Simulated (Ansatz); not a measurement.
input.yaml

```yaml
crystal:
  lattice:
    - [0.0, 1.9786701644, 1.9786701644]
    - [1.9786701644, 0.0, 1.9786701644]
    - [1.9786701644, 1.9786701644, 0.0]
  atoms:
    - { symbol: Au, position: [0.0, 0.0, 0.0] }
basis:
  ecutwfc: 420
kpoints:
  mp_grid: { grid: [18, 18, 18] }
hamiltonian:
  xc: pbesol
scf:
  occupations: { method: gaussian, width: 0.1 }
output:
  forces: true
  stress: true
  eigenvalues: true
```

Command:
```bash
ansatz run input.yaml --threads 1 --pin off --max-ram 2560MiB --backend cpu --events-out ev --progress --plain --runs-dir out
```

All numbers below come from Ansatz 0.2.0, DFT PBEsol, scalar-relativistic, plane waves, PAW.

Abridged output (final results; tables in files aren't shown):

```
SCF 1 converged in 6 iterations: F = -13007.007652 eV  dr2 = 2.49e-11
SCF converged after 6 iterations
Free energy (F): -13007.007652 eV
Harris-Foulkes:  -13007.007652 eV  (|F-HF|=1.64e-11)
Internal energy: -13007.005981 eV  (E = F + TS)
E sigma→0 (E₀):  -13007.006817 eV
Entropy (-TS):   -0.001671 eV (-1.671 meV/atom)
Fermi energy:    23.257372 eV
--- Per-component energies (eV) ---
  E_band       = -165.753253
  E_kinetic    = 607.278906
  E_local      = -1563.692705  (includes V_loc(G=0)·N_el)
  E_nonlocal   = 77.487507
  E_hartree    = 676.522508
  E_xc         = -227.864481
  E_vxc        = -276.325193  (∫ρ·V_xc dr)
  E_paw        = -9565.763446  (= ΣΔE_a)
  E_vpaw       = -363.548430  (= ΣTr[D̂ρ^β])
  E_aug_tail   = 0.001388  (compensation charges beyond the density's cutoff)
  E_ewald      = -3011.285137
  E_core_change = 0.309479  (= ΣΔE_core)
  E_smearing   = -0.001671  (= −TS)
--- Forces (eV/Å), atoms counted from 1 ---
  atom   1  Au     0.00000000     0.00000000     0.00000000
--- Stress (GPa, compression-positive) ---
       21.591174       0.000000       0.000000
        0.000000      21.591174       0.000000
        0.000000       0.000000      21.591174
  P = ⅓ Tr σ = 21.5912 GPa (215.912 kbar)
--- Band table (eV; the first three rows and the last of 195) ---
  k-point 0: bands = ["-82.6163", "-33.8826", "-33.8826", "-33.8826", "12.2385", "17.9924", "17.9924", "17.9924", "19.8054", "19.8054", "37.4610", "41.9969", "41.9969", "41.9969"]
  k-point 1: bands = ["-82.6157", "-33.8924", "-33.8841", "-33.8841", "12.3570", "17.9482", "18.0361", "18.0361", "19.7836", "19.7836", "37.6207", "41.2961", "42.1569", "42.1569"]
  k-point 2: bands = ["-82.6140", "-33.9207", "-33.8882", "-33.8882", "12.7021", "17.8358", "18.1504", "18.1504", "19.7383", "19.7383", "38.0347", "39.8210", "42.6179", "42.6179"]
  k-point 194: bands = ["-82.5903", "-34.1126", "-34.0810", "-34.0071", "16.3899", "17.0267", "17.8274", "19.6491", "21.6212", "28.4920", "29.1044", "30.5308", "33.2717", "45.8839"]
```

The calculation finished and met its thresholds.

It took 1.1 s on 1 thread of Intel(R) Xeon(R) 6975P-C (Granite Rapids), on a shared host, peak memory 0.34 GiB.

Spin–orbit coupling is left out, which can shift energies with elements as heavy as these.